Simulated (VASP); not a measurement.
# Au (Fm-3m) in VASP: notebook

One crystal, Au, is run at these levels: PBE; tasks: relaxation of cell and atoms, relaxation of the atoms.

All numbers are computed with VASP 6.6.1; they aren't measurements. Logs are shortened: lines on timing, memory, paths and dates and some standing lists are left out, and cuts for length are marked.

## Step 1: The structure

Symmetry: Fm-3m, No. 225, cubic system. Conventional cell: a = 4.070 Å, b = 4.070 Å, c = 4.070 Å, α = 90.00°, β = 90.00°, γ = 90.00°. Around Au (site symmetry m-3m) lie 12 Au at 2.88 Å.

## Step 2: Relaxation of cell and atoms, PBE

INCAR

```
SYSTEM = Au
PREC = Accurate ; ENCUT = 300
EDIFF = 1E-6 ; ISMEAR = 1
SIGMA = 0.1 ; LREAL = .False.
LASPH = .True. ; NELM = 80
ALGO = Normal ; ISIF = 3
LWAVE = .False. ; LCHARG = .False.
GGA = PE ; IBRION = 2
NSW = 90 ; EDIFFG = -0.01
```

KPOINTS

```
regular mesh
0
Gamma
  8 8 8
  0 0 0
```

POSCAR

```
Au
1.0
    0.0000000000      2.0350000000      2.0350000000
    2.0350000000      0.0000000000      2.0350000000
    2.0350000000      2.0350000000      0.0000000000
Au
1
Direct
    0.0000000000      0.0000000000      0.0000000000
```

Potentials or basis: VASP PAW PBE potentials, release 64 (Au).

Started as:

```bash
cat potpaw_PBE.64/Au/POTCAR > POTCAR
mpirun -np 1 vasp_std > vasp.out
```

OUTCAR:

```text
SYSTEM = Au
   PREC = Accurate
   ENCUT = 300
   EDIFF = 1E-6
   ISMEAR = 1
   LREAL = .False.
   LASPH = .True.
   NELM = 80
   ISIF = 3
   GGA = PE
   IBRION = 2
   NSW = 90
   EDIFFG = -0.01

 ion  position               nearest neighbor table
   1  0.000  0.000  0.000-

  LATTYP: Found a face centered cubic cell.
 ALAT       =     4.0700000000

  Lattice vectors:

 A1 = (   0.0000000000,   2.0350000000,   2.0350000000)
 A2 = (   2.0350000000,   0.0000000000,   2.0350000000)
 A3 = (   2.0350000000,   2.0350000000,   0.0000000000)

Analysis of symmetry for initial positions (statically):
=====================================================================
 Subroutine PRICEL returns:
 Original cell was already a primitive cell.

 Routine SETGRP: Setting up the symmetry group for a
 face centered cubic supercell.

 Subroutine GETGRP returns: Found 48 space group operations
 (whereof 48 operations were pure point group operations)
 out of a pool of 48 trial point group operations.

The static configuration has the point symmetry O_h .

Analysis of symmetry for dynamics (positions and initial velocities):
=====================================================================
 Subroutine PRICEL returns:
 Original cell was already a primitive cell.

 Routine SETGRP: Setting up the symmetry group for a
 face centered cubic supercell.

 Subroutine GETGRP returns: Found 48 space group operations
 (whereof 48 operations were pure point group operations)
 out of a pool of 48 trial point group operations.

The dynamic configuration has the point symmetry O_h .

 Subroutine INISYM returns: Found 48 space group operations
 (whereof 48 operations are pure point group operations),
 and found     1 'primitive' translations

----------------------------------------------------------------------------------------

                                     Primitive cell

  volume of cell :      16.8548

  direct lattice vectors                    reciprocal lattice vectors
     0.000000000  2.035000000  2.035000000    -0.245700246  0.245700246  0.245700246
     2.035000000  0.000000000  2.035000000     0.245700246 -0.245700246  0.245700246
     2.035000000  2.035000000  0.000000000     0.245700246  0.245700246 -0.245700246

  length of vectors
     2.877924599  2.877924599  2.877924599     0.425565309  0.425565309  0.425565309

  position of ions in fractional coordinates (direct lattice)
[... 94 lines left out ...]
   IALGO  =     38    algorithm
   IMIX   =      4    mixing-type and parameters
     AMIX     =   0.40;   BMIX     =  1.00
     AMIX_MAG =   1.60;   BMIX_MAG =  1.00
  volume/ion in A,a.u.               =      16.85       113.74
  Fermi-wavevector in a.u.,A,eV,Ry     =   1.420032  2.683470 27.436005  2.016489
  Thomas-Fermi vector in A             =   2.540990
   LORBIT       =      0    0 simple, 1 ext, 2 COOP (PROOUT), +10 PAW based schemes
   GGA     = PE    functional components
   LHFCALC =     F    Hartree Fock is set to
   AEXX    =    0.0000 exact exchange contribution
   IVDW    =     0    specifies the selected vdW correction
   LEPSILON=     F    determine dielectric tensor
   LRPA    =     F    only Hartree local field effects (RPA)
 conjugate gradient relaxation of ions
 non-spin polarized calculation
 Methfessel and Paxton  Order N= 1 SIGMA  =   0.10
  energy-cutoff  :      300.00
  volume of cell :       16.85
 maximum number of plane-waves:       210
   NGX =  9   NGY =  9   NGZ =  9

--------------------------------------- Ionic step        1  -------------------------------------------

 number of electron      11.0000002 magnetization

 Free energy of the ion-electron system (eV)
  ---------------------------------------------------
  ext. energy  EPLUGINS =         0.00000000
  ---------------------------------------------------
  free energy    TOTEN  =        -3.15088964 eV

  energy without entropy =       -3.14990529  energy(sigma->0) =       -3.15056152

------------------------ aborting loop because EDIFF is reached ----------------------------------------

  FORCE on cell =-STRESS in cart. coord.  units (eV):
  Direction    XX          YY          ZZ          XY          YZ          ZX
  --------------------------------------------------------------------------------------
  -------------------------------------------------------------------------------------
  Total        1.1387443      1.1387443      1.1387443     -0.0000000      0.0000000      0.0000000
  in kB      108.2464280    108.2464280    108.2464280     -0.0000000      0.0000000      0.0000000
  external PRESSURE =     108.2464280 kB  Pullay stress =       0.0000000 kB
[... 92 lines left out ...]
--------------------------------------- Ionic step        4  -------------------------------------------

 number of electron      11.0000005 magnetization

 Free energy of the ion-electron system (eV)
  ---------------------------------------------------
  ext. energy  EPLUGINS =         0.00000000
  ---------------------------------------------------
  free energy    TOTEN  =        -3.18637738 eV

  energy without entropy =       -3.18534992  energy(sigma->0) =       -3.18603489

 E-fermi :   8.4713     XC(G=0): -12.3917

 val. band max:        8.4242237906   @ k =   0.5000   0.2500   0.1250
 cond. band min:       8.7004361130   @ k =   0.5000   0.3750   0.1250
 fundamental gap:      0.2762123224
 Fermi energy:         8.4713099020

 k-point     1 :       0.0000    0.0000    0.0000
  band No.  band energies     occupation
      1      -0.7041      2.00000
      2       4.1981      2.00000
      3       4.1981      2.00000
      4       4.1981      2.00000
      5       5.5746      2.00000
      6       5.5746      2.00000
      7      23.1779      0.00000
      8      26.8604      0.00000
      9      26.8604      0.00000
[... 265 lines left out ...]
 k-point    24 :      -0.3750    0.2500    0.1250
  band No.  band energies     occupation
      1       2.7223      2.00000
      2       3.5997      2.00000
      3       4.6246      2.00000
      4       4.9630      2.00000
      5       6.5413      2.00000
      6      11.2037      0.00000
      7      11.4206      0.00000
      8      20.3488      0.00000
      9      21.4027      0.00000

 [... further k-points ...]

------------------------ aborting loop because EDIFF is reached ----------------------------------------

  FORCE on cell =-STRESS in cart. coord.  units (eV):
  Direction    XX          YY          ZZ          XY          YZ          ZX
  --------------------------------------------------------------------------------------
  -------------------------------------------------------------------------------------
  Total       -0.0043154     -0.0043154     -0.0043154      0.0000000      0.0000000      0.0000000
  in kB       -0.3841948     -0.3841948     -0.3841948      0.0000000      0.0000000      0.0000000
  external PRESSURE =      -0.3841948 kB  Pullay stress =       0.0000000 kB
[... 16 lines left out ...]
  FREE ENERGIE OF THE ION-ELECTRON SYSTEM (eV)
  ---------------------------------------------------
  free  energy   TOTEN  =        -3.1863773822 eV

  energy  without entropy=       -3.1853499194  energy(sigma->0) =       -3.18603489

 reached required accuracy - stopping structural energy minimisation
```

OSZICAR:

```text
N       E                     dE             d eps       ncg     rms          rms(c)
DAV:   1     0.221247120825E+02    0.22125E+02   -0.43026E+03   651   0.676E+02
DAV:   2    -0.327237988193E+01   -0.25397E+02   -0.23802E+02   539   0.146E+02
DAV:   3    -0.340751130704E+01   -0.13513E+00   -0.13501E+00   655   0.108E+01
[... 29 lines left out ...]
DAV:   1    -0.318661382484E+01   -0.25703E-03   -0.49024E-03   537   0.770E-01    0.931E-02
DAV:   2    -0.318638341771E+01    0.23041E-03   -0.80236E-04   526   0.267E-01    0.358E-02
DAV:   3    -0.318637565345E+01    0.77643E-05   -0.42889E-05   544   0.591E-02    0.273E-02
DAV:   4    -0.318637732120E+01   -0.16677E-05   -0.16045E-06   550   0.889E-03    0.566E-04
DAV:   5    -0.318637738218E+01   -0.60980E-07   -0.19253E-08   261   0.139E-03
   4 F= -.31863774E+01 E0= -.31860349E+01  d E =-.354877E-01
```

CONTCAR:

```text
Au
   1.00000000000000
     0.0000000000000000    2.0799396456698211    2.0799396456698211
     2.0799396456698207    0.0000000000000000    2.0799396456698211
     2.0799396456698207    2.0799396456698211    0.0000000000000000
  Au
     1
Direct
     0.0000000000000000    0.0000000000000000    0.0000000000000000

  0.00000000E+00  0.00000000E+00  0.00000000E+00
```

It took 7.5 s on 1 thread of Intel Xeon Platinum 8259CL at 2.50GHz (Skylake/Cascade Lake), shared host; peak memory 0.11 GiB.

Results:

* Free energy: -3.1864 eV
* Relaxed volume: 18.00 Å³/atom
* Relaxed cell: a = 2.941 Å, b = 2.941 Å, c = 2.941 Å, α = 60.00°, β = 60.00°, γ = 60.00°
* Space group after relaxing (to 0.05 Å): Fm-3m (No. 225)
* Energy gained by relaxing: 35.5 meV/atom
* Ionic steps: 4
* Pressure after relaxing: 0.0 GPa
* Band gap on the k mesh: none (metal or under the smearing width)

Step by step:
| step | energy change (eV) | largest force (eV/Å) | pressure (GPa) | volume (Å³) |
| --- | --- | --- | --- | --- |
| 1 | 0.0000 | 0.0000 | 10.82 | 16.85 |
| 2 | 0.0255 | 0.0000 | -9.74 | 19.79 |
| 3 | -0.0355 | 0.0000 | -0.21 | 18.02 |
| 4 | -0.0355 | 0.0000 | -0.04 | 18.00 |

Final structure:
```
CELL_PARAMETERS angstrom
0.00000 2.07994 2.07994
2.07994 0.00000 2.07994
2.07994 2.07994 0.00000
ATOMIC_POSITIONS crystal
Au 0.00000 0.00000 0.00000
```

Levels at points of the mesh, in eV from the Fermi level:
```tsv
k point	band 3	band 4	band 5	band 6	band 7	band 8	band 9
(0.00, 0.00, 0.00)	-4.27	-4.27	-2.90	-2.90	14.71	18.39	18.39
(0.50, 0.00, 0.00)	-4.31	-1.81	-1.81	-0.59	2.91	14.14	16.83
(0.50, 0.50, 0.00)	-1.85	-1.52	-1.52	1.29	5.46	9.97	9.97
```

The run has no spin-orbit coupling, so splittings on Au are missing. Zero-point motion and thermal expansion aren't in these numbers.

## Step 3: Relaxation of cell and atoms, PBE

This run uses another cell than the first one, of 18.00 Å³/atom, 1.068 times its volume.

INCAR

```
SYSTEM = Au
PREC = Accurate ; ENCUT = 300
EDIFF = 1E-7 ; ISMEAR = 1
SIGMA = 0.1 ; LREAL = .False.
LASPH = .True. ; NELM = 80
ALGO = Normal ; ISIF = 3
LWAVE = .False. ; LCHARG = .False.
GGA = PE ; IBRION = 2
NSW = 90 ; EDIFFG = -0.005
```

KPOINTS is that of step 2.

POSCAR

```
Au                                      
1.0
    0.0000000000      2.0799396457      2.0799396457
    2.0799396457      0.0000000000      2.0799396457
    2.0799396457      2.0799396457      0.0000000000
  Au            
     1
Direct
     0.0000000000000000    0.0000000000000000    0.0000000000000000
```

Potentials or basis: VASP PAW PBE potentials, release 64 (Au).

Started as:

```bash
cat potpaw_PBE.64/Au/POTCAR > POTCAR
mpirun -np 1 vasp_std > vasp.out
```

OUTCAR:

```text
SYSTEM = Au
   PREC = Accurate
   ENCUT = 300
   EDIFF = 1E-7
   ISMEAR = 1
   LREAL = .False.
   LASPH = .True.
   NELM = 80
   ISIF = 3
   GGA = PE
   IBRION = 2
   NSW = 90
   EDIFFG = -0.005

 ion  position               nearest neighbor table
   1  0.000  0.000  0.000-

  LATTYP: Found a face centered cubic cell.
 ALAT       =     4.1598792914

  Lattice vectors:

 A1 = (   0.0000000000,   2.0799396457,   2.0799396457)
 A2 = (   2.0799396457,   0.0000000000,   2.0799396457)
 A3 = (   2.0799396457,   2.0799396457,   0.0000000000)

Analysis of symmetry for initial positions (statically):
=====================================================================
 Subroutine PRICEL returns:
 Original cell was already a primitive cell.

 Routine SETGRP: Setting up the symmetry group for a
 face centered cubic supercell.

 Subroutine GETGRP returns: Found 48 space group operations
 (whereof 48 operations were pure point group operations)
 out of a pool of 48 trial point group operations.

The static configuration has the point symmetry O_h .

Analysis of symmetry for dynamics (positions and initial velocities):
=====================================================================
 Subroutine PRICEL returns:
 Original cell was already a primitive cell.

 Routine SETGRP: Setting up the symmetry group for a
 face centered cubic supercell.

 Subroutine GETGRP returns: Found 48 space group operations
 (whereof 48 operations were pure point group operations)
 out of a pool of 48 trial point group operations.

The dynamic configuration has the point symmetry O_h .

 Subroutine INISYM returns: Found 48 space group operations
 (whereof 48 operations are pure point group operations),
 and found     1 'primitive' translations
[... 126 lines left out ...]
 Methfessel and Paxton  Order N= 1 SIGMA  =   0.10
  energy-cutoff  :      300.00
  volume of cell :       18.00
 maximum number of plane-waves:       222
 NGX is ok and might be reduce to    18
   NGX =  9   NGY =  9   NGZ =  9

--------------------------------------- Ionic step        1  -------------------------------------------

 number of electron      11.0000003 magnetization

 Free energy of the ion-electron system (eV)
  ---------------------------------------------------
  ext. energy  EPLUGINS =         0.00000000
  ---------------------------------------------------
  free energy    TOTEN  =        -3.19164485 eV

  energy without entropy =       -3.19061573  energy(sigma->0) =       -3.19130181

------------------------ aborting loop because EDIFF is reached ----------------------------------------

  FORCE on cell =-STRESS in cart. coord.  units (eV):
  Direction    XX          YY          ZZ          XY          YZ          ZX
  --------------------------------------------------------------------------------------
  -------------------------------------------------------------------------------------
  Total       -0.0373350     -0.0373350     -0.0373350      0.0000000      0.0000000      0.0000000
  in kB       -3.3238769     -3.3238769     -3.3238769      0.0000000      0.0000000      0.0000000
  external PRESSURE =      -3.3238769 kB  Pullay stress =       0.0000000 kB
[... 57 lines left out ...]
--------------------------------------- Ionic step        3  -------------------------------------------

 number of electron      11.0000003 magnetization

 Free energy of the ion-electron system (eV)
  ---------------------------------------------------
  ext. energy  EPLUGINS =         0.00000000
  ---------------------------------------------------
  free energy    TOTEN  =        -3.19169114 eV

  energy without entropy =       -3.19066257  energy(sigma->0) =       -3.19134828

 E-fermi :   8.5107     XC(G=0): -12.4059

 val. band max:        8.4636495211   @ k =   0.5000   0.2500   0.1250
 cond. band min:       8.7398851827   @ k =   0.5000   0.3750   0.1250
 fundamental gap:      0.2762356616
 Fermi energy:         8.5107396842

 k-point     1 :       0.0000    0.0000    0.0000
  band No.  band energies     occupation
      1      -0.6894      2.00000
      2       4.2233      2.00000
      3       4.2233      2.00000
      4       4.2233      2.00000
      5       5.6055      2.00000
      6       5.6055      2.00000
      7      23.2147      0.00000
      8      26.9118      0.00000
      9      26.9118      0.00000
[... 265 lines left out ...]
 k-point    24 :      -0.3750    0.2500    0.1250
  band No.  band energies     occupation
      1       2.7417      2.00000
      2       3.6211      2.00000
      3       4.6499      2.00000
      4       4.9905      2.00000
      5       6.5757      2.00000
      6      11.2436      0.00000
      7      11.4699      0.00000
      8      20.4069      0.00000
      9      21.4555      0.00000

 [... further k-points ...]

------------------------ aborting loop because EDIFF is reached ----------------------------------------

  FORCE on cell =-STRESS in cart. coord.  units (eV):
  Direction    XX          YY          ZZ          XY          YZ          ZX
  --------------------------------------------------------------------------------------
  -------------------------------------------------------------------------------------
  Total        0.0011884      0.0011884      0.0011884     -0.0000000      0.0000000     -0.0000000
  in kB        0.1060665      0.1060665      0.1060665     -0.0000000      0.0000000     -0.0000000
  external PRESSURE =       0.1060665 kB  Pullay stress =       0.0000000 kB
[... 16 lines left out ...]
  FREE ENERGIE OF THE ION-ELECTRON SYSTEM (eV)
  ---------------------------------------------------
  free  energy   TOTEN  =        -3.1916911395 eV

  energy  without entropy=       -3.1906625700  energy(sigma->0) =       -3.19134828

 reached required accuracy - stopping structural energy minimisation
```

Wall time 7.3 s (1 thread of Intel Xeon Platinum 8259CL at 2.50GHz (Skylake/Cascade Lake), shared host); peak memory 0.12 GiB.

What came out:

```yaml
Free_energy: -3.1917 eV
Relaxed_volume: 17.95 Å³/atom
Relaxed_cell: a = 2.939 Å, b = 2.939 Å, c = 2.939 Å, α = 60.00°, β = 60.00°, γ = 60.00°
Space_group_after_relaxing_to_0.05_Å: Fm-3m (No. 225)
Energy_gained_by_relaxing: 0.0 meV/atom
Ionic_steps: 3
Pressure_after_relaxing: 0.0 GPa
Band_gap_on_the_k_mesh: none (metal or under the smearing width)
```

Final structure:
```
Au
1.0
     0.00000    2.07823    2.07823
     2.07823    0.00000    2.07823
     2.07823    2.07823    0.00000
Au
1
Cartesian
  0.0000 0.0000 0.0000
```

[end of part 1 of 2]
